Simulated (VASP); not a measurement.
## VASP 6.6.1 run: CdSe

INCAR

```
IBRION = -1
LCHARG = .FALSE.
EDIFF = 1E-7
LASPH = .TRUE.
GGA = PE
NSW = 0
NELM = 71
ENCUT = 800
LREAL = .FALSE.
NBANDS = 16
ISIF = 2
ISMEAR = -1
IVDW = 20
LWAVE = .FALSE.
PREC = Accurate
SIGMA = 0.02
```

KPOINTS

```
KPOINTS created by Atomic Simulation Environment
0
Gamma
4 4 4
0 0 0
```

POSCAR

```
Cd Se
 1.0000000000000000
    -0.0000000000000000    3.0677809653893693    3.0677809653893693
     3.0677809653893693    0.0000000000000000    3.0677809653893693
     3.0677809653893693    3.0677809653893693    0.0000000000000000
 Cd  Se
   1   1
Cartesian
  0.0000000000000000  0.0000000000000000  0.0000000000000000
  1.5338904826946846  1.5338904826946846  1.5338904826946846
```

The recommended PBE PAW datasets give the neutral cell 18 valence electrons.

Command

```
mpirun -np 1 vasp_std
```

OSZICAR

```
N       E                     dE             d eps       ncg     rms          rms(c)
DAV:   1     0.133975189067E+03    0.13398E+03   -0.11195E+04   256   0.144E+03
DAV:   2    -0.139689598051E+00   -0.13411E+03   -0.12575E+03   296   0.284E+02
DAV:   3    -0.580834100824E+01   -0.56687E+01   -0.56559E+01   328   0.597E+01
DAV:   4    -0.583797799749E+01   -0.29637E-01   -0.29636E-01   312   0.417E+00
DAV:   5    -0.583816445686E+01   -0.18646E-03   -0.18646E-03   320   0.287E-01    0.591E+00
DAV:   6    -0.546384915956E+01    0.37432E+00   -0.55721E-01   344   0.882E+00    0.473E+00
DAV:   7    -0.544014049327E+01    0.23709E-01   -0.14952E-01   304   0.258E+00    0.206E+00
DAV:   8    -0.544138158133E+01   -0.12411E-02   -0.14314E-02   280   0.144E+00    0.249E-01
DAV:   9    -0.544163128973E+01   -0.24971E-03   -0.14958E-03   304   0.490E-01    0.487E-02
DAV:  10    -0.544171135646E+01   -0.80067E-04   -0.16941E-04   312   0.163E-01    0.457E-02
DAV:  11    -0.544176697734E+01   -0.55621E-04   -0.90469E-05   304   0.601E-02    0.162E-02
DAV:  12    -0.544176677140E+01    0.20594E-06   -0.19891E-06   312   0.171E-02    0.607E-03
DAV:  13    -0.544176749597E+01   -0.72457E-06   -0.18381E-06   320   0.705E-03    0.282E-03
DAV:  14    -0.544176748518E+01    0.10786E-07   -0.45417E-08   232   0.162E-03
   1 F= -.59862362E+01 E0= -.59862362E+01  d E =-.430592E-07
```

Standard output (part)

```
POSCAR found type information on POSCAR CdSe
 POSCAR found :  2 types and       2 ions
 LDA part: xc-table for (Slater+PW92), standard interpolation
 POSCAR, INCAR and KPOINTS ok, starting setup
 WAVECAR not read
 entering main loop
 augmentation electrons   18.0542678384006
 total        electrons   18.0542678384006
 augmentation electrons   207.371864912148
 total        electrons   207.371864912148
 augmentation electrons   4.71589857666967
 soft         electrons   13.3383694344303
 total        electrons   18.0542680110999
 translations:           2           2           2
```

From OUTCAR

```
k-points           NKPTS =      8   k-points in BZ     NKDIM =      8   number of bands    NBANDS=     16

   NELECT =      18.0000    total number of electrons

   dimension x,y,z NGX =    40 NGY =   40 NGZ =   40
   dimension x,y,z NGXF=    80 NGYF=   80 NGZF=   80

  energy-cutoff  :      800.00
  volume of cell :       57.74
      direct lattice vectors                 reciprocal lattice vectors
     0.000000000  3.067780965  3.067780965    -0.162984257  0.162984257  0.162984257
     3.067780965  0.000000000  3.067780965     0.162984257 -0.162984257  0.162984257
     3.067780965  3.067780965  0.000000000     0.162984257  0.162984257 -0.162984257

 k-points in reciprocal lattice and weights: KPOINTS created by Atomic Simulation Env
   0.00000000  0.00000000  0.00000000       0.016
   0.25000000  0.00000000  0.00000000       0.125
   0.50000000  0.00000000  0.00000000       0.062
   0.25000000  0.25000000  0.00000000       0.094
   0.50000000  0.25000000  0.00000000       0.375
  -0.25000000  0.25000000  0.00000000       0.188
   0.50000000  0.50000000  0.00000000       0.047
  -0.25000000  0.50000000  0.25000000       0.094

 E-fermi :   1.0464

 k-point     1 :       0.0000    0.0000    0.0000
  band No.  band energies     occupation
      1     -11.6787      2.00000
      2      -7.1143      2.00000
      3      -7.1143      2.00000
      4      -7.1143      2.00000
      5      -6.7701      2.00000
      6      -6.7701      2.00000
      7       0.7654      2.00000
      8       0.7654      2.00000
      9       0.7654      2.00000
     10       1.3054      0.00000
     11       6.6783      0.00000
     12       6.6783      0.00000
     13       6.6783      0.00000
     14      10.4343      0.00000
     15      11.7885      0.00000
     16      11.7885      0.00000

 k-point     2 :       0.2500    0.0000    0.0000
  band No.  band energies     occupation
      1     -11.5045      2.00000
      2      -7.0636      2.00000
      3      -7.0636      2.00000
      4      -6.9117      2.00000
      5      -6.7680      2.00000
      6      -6.7680      2.00000
      7      -1.8450      2.00000
      8       0.3818      2.00000
      9       0.3818      2.00000
     10       3.0028      0.00000
     11       6.6820      0.00000
     12       7.1835      0.00000
     13       7.1835      0.00000
     14      10.7976      0.00000
     15      10.7976      0.00000
     16      10.8446      0.00000

 k-point     3 :       0.5000    0.0000    0.0000
  band No.  band energies     occupation
      1     -11.3278      2.00000
      2      -7.0273      2.00000
      3      -7.0273      2.00000
      4      -6.7481      2.00000
      5      -6.7481      2.00000
      6      -6.4918      2.00000
      7      -3.4839      2.00000
      8       0.0506      2.00000
      9       0.0506      2.00000
     10       3.1093      0.00000
     11       7.1821      0.00000
     12       7.1821      0.00000
     13       8.1066      0.00000
     14      10.7313      0.00000
     15      12.8098      0.00000
     16      12.8098      0.00000

 ...

  Total      -0.12667    -0.12667    -0.12667     0.00000     0.00000     0.00000
  in kB      -3.51468    -3.51468    -3.51468     0.00000     0.00000     0.00000
  external pressure =       -3.51 kB  Pullay stress =        0.00 kB

 POSITION                                       TOTAL-FORCE (eV/Angst)
 -----------------------------------------------------------------------------------
      0.00000      0.00000      0.00000         0.000000      0.000000     -0.000000
      1.53389      1.53389      1.53389        -0.000000     -0.000000      0.000000
 -----------------------------------------------------------------------------------
    total drift:                               -0.000000     -0.000000     -0.000000

  FREE ENERGIE OF THE ION-ELECTRON SYSTEM (eV)
  ---------------------------------------------------
  free  energy   TOTEN  =        -5.9862362371 eV

  energy  without entropy=       -5.9862361940  energy(sigma->0) =       -5.98623622
```

It converged. Results: gap between bands v and c on the k mesh 0.54 eV; least direct gap on the k mesh 0.54 eV; pressure -0.4 GPa. Band v is the last that the valence electrons fill when counted band by band, and c is the next.

For comparison, a separate PBE run of the intended cell, on usual settings and not on those above, gives a gap of 0.55 eV on its mesh and a pressure of 1.7 GPa.

The run above took about 31 s on one core of a shared host (Intel Xeon Platinum 8488C) and held 0.23 GiB at most.
